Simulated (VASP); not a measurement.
Here is a VASP 6.6.1 calculation.

INCAR

```
SYSTEM = ZnF2
PREC = Accurate
ENCUT = 600
EDIFF = 1E-7
ISMEAR = 0
SIGMA = 0.02
LREAL = .False.
LASPH = .True.
NELM = 80
ALGO = Normal
ISIF = 3
LWAVE = .False.
LCHARG = .False.
IBRION = 2
NSW = 90
EDIFFG = -0.005
```

The input KPOINTS:

```
regular mesh
0
Gamma
  6 6 8
  0 0 0
```

Contents of POSCAR:

```
ZnF2
1.0
    4.7038000000      0.0000000000      0.0000000000
    0.0000000000      4.7038000000      0.0000000000
    0.0000000000      0.0000000000      3.1336000000
Zn F
2 4
Direct
    0.0000000000      0.0000000000      0.0000000000
    0.5000000000      0.5000000000      0.5000000000
    0.3035000000      0.3035000000      0.0000000000
    0.1965000000      0.8035000000      0.5000000000
    0.6965000000      0.6965000000      0.0000000000
    0.8035000000      0.1965000000      0.5000000000
```

Potentials or basis: VASP PAW LDA potentials, release 64 (Zn, F).

Launch:

```bash
$ cat potpaw_LDA.64/Zn/POTCAR potpaw_LDA.64/F/POTCAR > POTCAR
$ mpirun -np 1 vasp_std > vasp.out
```

Q: Predict the band gap on the k mesh.

A: 3.39 eV, direct.

Q: Estimate the relaxed cell.

A: a = 4.633 Å, b = 4.633 Å, c = 3.096 Å, α = 90.00°, β = 90.00°, γ = 90.00°.

Q: Predict the relaxed volume.

A: 11.08 Å³/atom.

Forces in eV/Å, atoms in the order of the input:
```
Zn   0.000  0.000  0.000
Zn   0.000  0.000  0.000
F    0.002  0.002  0.000
F   -0.002  0.002  0.000
F   -0.002 -0.002  0.000
F    0.002 -0.002  0.000
```

A k mesh can miss the band edges. Zero-point motion and thermal expansion aren't in these numbers.
